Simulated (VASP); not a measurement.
# SiC (P6_3mc) in VASP: settings compared, part 2 of 2

VASP 6.6.1. Earlier steps stand in the parts before.

### 5 Relaxation of cell and atoms, PBEsol

This run uses another cell than the first one, of 10.34 Å³/atom, 1.003 times its volume.

Contents of INCAR:

```
SYSTEM = SiC
PREC = Accurate
ENCUT = 600
EDIFF = 1E-7
ISMEAR = 0
SIGMA = 0.03
LREAL = .FALSE.
LASPH = .TRUE.
NELM = 80
ALGO = Normal
ISIF = 3
LWAVE = .FALSE.
LCHARG = .FALSE.
GGA = PS
IBRION = 2
NSW = 90
EDIFFG = -0.005
KPAR = 2
```

Contents of KPOINTS:

```
Automatic mesh
0
G
  12 12 3
  0 0 0
```

Contents of POSCAR:

```
SiC                                     
1.0
    3.0789830386      0.0000000000      0.0000000000
   -1.5394915143      2.6664775311      0.0000000000
    0.0000000000      0.0000000000     10.0795947993
  Si              C             
     4     4
Direct
     0.6666666699999979    0.3333333300000021    0.9378313346310083
     0.3333333300000021    0.6666666699999979    0.4378313346310084
     0.0000000000000000    0.0000000000000000    0.6878993575499718
     0.0000000000000000    0.0000000000000000    0.1878993575499718
     0.6666666699999979    0.3333333300000021    0.7498119035626425
     0.3333333300000021    0.6666666699999979    0.2498119035626425
     0.0000000000000000    0.0000000000000000    0.5004564042563847
     0.0000000000000000    0.0000000000000000    0.0004564042563847
```

Potentials or basis: VASP PAW PBE potentials, release 64 (Si, C).

Command:

```console
> cat potpaw_PBE.64/Si/POTCAR potpaw_PBE.64/C/POTCAR > POTCAR
> mpirun -np 2 vasp_std > vasp.out
```

OUTCAR:

```text
SYSTEM = SiC
   PREC = Accurate
   ENCUT = 600
   EDIFF = 1E-7
   ISMEAR = 0
   LREAL = .FALSE.
   LASPH = .TRUE.
   NELM = 80
   ISIF = 3
   GGA = PS
   IBRION = 2
   NSW = 90
   EDIFFG = -0.005

 ion  position               nearest neighbor table
   1  0.667  0.333  0.938-   8 1.89   8 1.89   8 1.89   5 1.90   3 3.08   3 3.08   3 3.08   4 3.08
                             4 3.08   4 3.08
   2  0.333  0.667  0.438-   7 1.89   7 1.89   7 1.89   6 1.90   4 3.08   4 3.08   4 3.08   3 3.08
                             3 3.08   3 3.08
   3  0.000  0.000  0.688-   5 1.88   5 1.88   5 1.88   7 1.89   1 3.08   1 3.08   1 3.08   2 3.08
                             2 3.08   2 3.08
[... 801 lines left out ...]
  external PRESSURE =       0.0542283 kB  Pullay stress =       0.0000000 kB

 VOLUME and BASIS-vectors are now :
 -----------------------------------------------------------------------------
  energy-cutoff  :      600.00
  volume of cell :       82.75
      direct lattice vectors                 reciprocal lattice vectors
     3.078983039  0.000000000  0.000000000     0.324782562  0.187513299  0.000000000
    -1.539491514  2.666477531  0.000000000     0.000000000  0.375026599  0.000000000
     0.000000000  0.000000000 10.079594799     0.000000000  0.000000000  0.099210337

 POSITION                                       TOTAL-FORCE (eV/Angst)
 -----------------------------------------------------------------------------------
      1.53949      0.88883      9.45296         0.000000     -0.000000      0.002066
     -0.00000      1.77765      4.41316         0.000000     -0.000000      0.002066
      0.00000      0.00000      6.93375        -0.000000      0.000000      0.001855
      0.00000      0.00000      1.89395         0.000000     -0.000000      0.001855
      1.53949      0.88883      7.55780        -0.000000      0.000000     -0.001482
     -0.00000      1.77765      2.51800        -0.000000      0.000000     -0.001482
      0.00000      0.00000      5.04440         0.000000      0.000000     -0.002439
      0.00000      0.00000      0.00460         0.000000      0.000000     -0.002439
 -----------------------------------------------------------------------------------
    total drift:                                0.000000      0.000000      0.000073

  FREE ENERGIE OF THE ION-ELECTRON SYSTEM (eV)
  ---------------------------------------------------
  free  energy   TOTEN  =       -63.6762689958 eV

  energy  without entropy=      -63.6762689958  energy(sigma->0) =      -63.67626900

 reached required accuracy - stopping structural energy minimisation
```

CONTCAR:

```text
SiC
   1.00000000000000
     3.0789830386000001    0.0000000000000000    0.0000000000000000
    -1.5394915143000001    2.6664775311000000    0.0000000000000000
     0.0000000000000000    0.0000000000000000   10.0795947993000006
  Si              C
     4     4
Direct
     0.6666666699999979    0.3333333300000021    0.9378313346310065
     0.3333333300000021    0.6666666699999979    0.4378313346310065
     0.0000000000000000    0.0000000000000000    0.6878993575499734
     0.0000000000000000    0.0000000000000000    0.1878993575499734
     0.6666666699999979    0.3333333300000021    0.7498119035626445
     0.3333333300000021    0.6666666699999979    0.2498119035626445
     0.0000000000000000    0.0000000000000000    0.5004564042563828
     0.0000000000000000    0.0000000000000000    0.0004564042563828

  0.00000000E+00  0.00000000E+00  0.00000000E+00
  0.00000000E+00  0.00000000E+00  0.00000000E+00
  0.00000000E+00  0.00000000E+00  0.00000000E+00
  0.00000000E+00  0.00000000E+00  0.00000000E+00
  0.00000000E+00  0.00000000E+00  0.00000000E+00
  0.00000000E+00  0.00000000E+00  0.00000000E+00
  0.00000000E+00  0.00000000E+00  0.00000000E+00
  0.00000000E+00  0.00000000E+00  0.00000000E+00
```

Run time: 42 s. Hardware: 2 MPI ranks of Intel Xeon Platinum 8488C (Sapphire Rapids), shared host; peak memory 0.24 GiB.

What came out:

* Free energy: -63.6763 eV
* Pressure after relaxing: 0.0 GPa
* Band gap on the k mesh: 2.11 eV, indirect (least direct gap 3.23 eV)

Forces in eV/Å, atoms in the order of the input:
```
Si   0.000  0.000  0.002
Si   0.000  0.000  0.002
Si   0.000  0.000  0.002
Si   0.000  0.000  0.002
C    0.000  0.000 -0.001
C    0.000  0.000 -0.001
C    0.000  0.000 -0.002
C    0.000  0.000 -0.002
```

Final structure:
```yaml
crystal:
  lattice:
    - [3.07898, 0.00000, 0.00000]
    - [-1.53949, 2.66648, 0.00000]
    - [0.00000, 0.00000, 10.07959]
  atoms:
    - { symbol: Si, position: [0.66667, 0.33333, 0.93783] }
    - { symbol: Si, position: [0.33333, 0.66667, 0.43783] }
    - { symbol: Si, position: [0.00000, 0.00000, 0.68790] }
    - { symbol: Si, position: [0.00000, 0.00000, 0.18790] }
    - { symbol: C, position: [0.66667, 0.33333, 0.74981] }
    - { symbol: C, position: [0.33333, 0.66667, 0.24981] }
    - { symbol: C, position: [0.00000, 0.00000, 0.50046] }
    - { symbol: C, position: [0.00000, 0.00000, 0.00046] }
```

Levels at points of the mesh, in eV from the valence-band top:
| k point | band 12 | band 13 | band 14 | band 15 | band 16 | band 17 | band 18 | band 19 | band 20 | band 21 |
| --- | --- | --- | --- | --- | --- | --- | --- | --- | --- | --- |
| (0.00, 0.00, 0.00) | -0.59 | -0.59 | -0.05 | 0.00 | 0.00 | 5.03 | 5.60 | 6.24 | 6.24 | 6.91 |
| (0.50, 0.00, 0.00) | -2.40 | -2.38 | -2.23 | -1.59 | -1.13 | 2.11 | 2.24 | 4.11 | 4.65 | 5.19 |

Caveat: the relaxation stopped at its first step, so nothing moved; the PAW data sets were made with another functional, which shifts forces and pressure a little; an odd mesh through Γ misses points on the zone boundary, where band edges often lie. A hybrid or GW would open this gap; PBEsol tends to underestimate it.

### 6 Relaxation of cell and atoms, PBE

Contents of INCAR:

```
PREC = Accurate
ENCUT = 600
EDIFF = 1E-6
ISMEAR = 0
SIGMA = 0.03
LREAL = F
LASPH = T
NELM = 80
ALGO = Normal
ISIF = 3
LWAVE = F
LCHARG = F
GGA = PE
IBRION = 2
NSW = 90
EDIFFG = -0.01
KPAR = 2
```

Contents of KPOINTS:

```
Automatic mesh
0
Gamma
  12 12 3
```

Contents of POSCAR:

```
SiC
1.0
    3.0756941500      0.0000000000      0.0000000000
   -1.5378470700      2.6636292700      0.0000000000
    0.0000000000      0.0000000000     10.0706464800
Si C
4 4
Direct
    0.6666666700      0.3333333300      0.9378419800
    0.3333333300      0.6666666700      0.4378419800
    0.0000000000      0.0000000000      0.6878943800
    0.0000000000      0.0000000000      0.1878943800
    0.6666666700      0.3333333300      0.7498025900
    0.3333333300      0.6666666700      0.2498025900
    0.0000000000      0.0000000000      0.5004600500
    0.0000000000      0.0000000000      0.0004600500
```

Potentials or basis: VASP PAW PBE potentials, release 64 (Si, C).

Command:

```console
> cat potpaw_PBE.64/Si/POTCAR potpaw_PBE.64/C/POTCAR > POTCAR
> mpirun -np 2 vasp_std > vasp.out
```

Wall time 77 s (2 MPI ranks of Intel Xeon Platinum 8375C at 2.90GHz (Ice Lake), shared host); peak memory 0.26 GiB.

The run converged. Its results:

```yaml
Free_energy: -60.2531 eV
Relaxed_volume: 10.49 Å³/atom
Relaxed_cell: a = 3.093 Å, b = 3.093 Å, c = 10.126 Å, α = 90.00°, β = 90.00°, γ = 120.00°
Space_group_after_relaxing_to_0.05_Å: P6_3mc (No. 186)
Energy_gained_by_relaxing: 2.0 meV/atom
Ionic_steps: 3
Pressure_after_relaxing: 0.0 GPa
Largest_force_after_relaxing: 0.006 eV/Å
Band_gap_on_the_k_mesh: 2.22 eV, indirect (least direct gap 3.34 eV)
```

Forces in eV/Å, atoms in the order of the input:
```
Si   0.000  0.000  0.006
Si   0.000  0.000  0.006
Si   0.000  0.000  0.000
Si   0.000  0.000  0.000
C    0.000  0.000 -0.003
C    0.000  0.000 -0.003
C    0.000  0.000 -0.003
C    0.000  0.000 -0.003
```

The path:
```csv
step,energy change (eV),largest force (eV/Å),pressure (GPa),volume (Å³)
1,0.0000,0.0055,3.72,82.50
2,0.0009,0.0173,-3.60,85.40
3,-0.0161,0.0065,0.00,83.91
```

Final structure:
```
Si C
1.0
     3.09331    0.00000    0.00000
    -1.54666    2.67889    0.00000
     0.00000    0.00000   10.12634
Si C
4 4
Cartesian
  1.5467 0.8930 9.4968
  0.0000 1.7859 4.4336
  0.0000 0.0000 6.9659
  0.0000 0.0000 1.9027
  1.5467 0.8930 7.5929
  0.0000 1.7859 2.5297
  -1.5467 2.6789 5.0678
  0.0000 0.0000 0.0046
```

Levels at points of the mesh, in eV from the valence-band top:
| k point | band 13 | band 14 | band 15 | band 16 | band 17 | band 18 | band 19 | band 20 |
| --- | --- | --- | --- | --- | --- | --- | --- | --- |
| (0.00, 0.00, 0.00) | -0.58 | -0.05 | 0.00 | 0.00 | 4.97 | 5.55 | 6.13 | 6.19 |
| (0.50, 0.00, 0.00) | -2.34 | -2.20 | -1.57 | -1.12 | 2.22 | 2.34 | 4.18 | 4.66 |

Caveat: an odd mesh through Γ misses points on the zone boundary, where band edges often lie.

### 7 Summary

```tsv
level	gap on the mesh (eV)	pressure (GPa)
PBE+D3(BJ)	2.23	0.0
PBEsol	2.11	0.0
PBE	2.22	0.0
```

Alike in all rows: task relaxation of cell and atoms; potentials or basis VASP PAW PBE potentials, release 64 (Si, C); no spin polarisation; cell relaxed; k mesh 12 × 12 × 3; cutoff (eV) 600; smearing gaussian 0.03 eV.

Caveats: an odd mesh through Γ misses points on the zone boundary, where band edges often lie; the relaxation stopped at its first step, so nothing moved (some runs); the PAW data sets were made with another functional, which shifts forces and pressure a little (some runs).

Absolute energies hang on the potentials; compare differences alone.
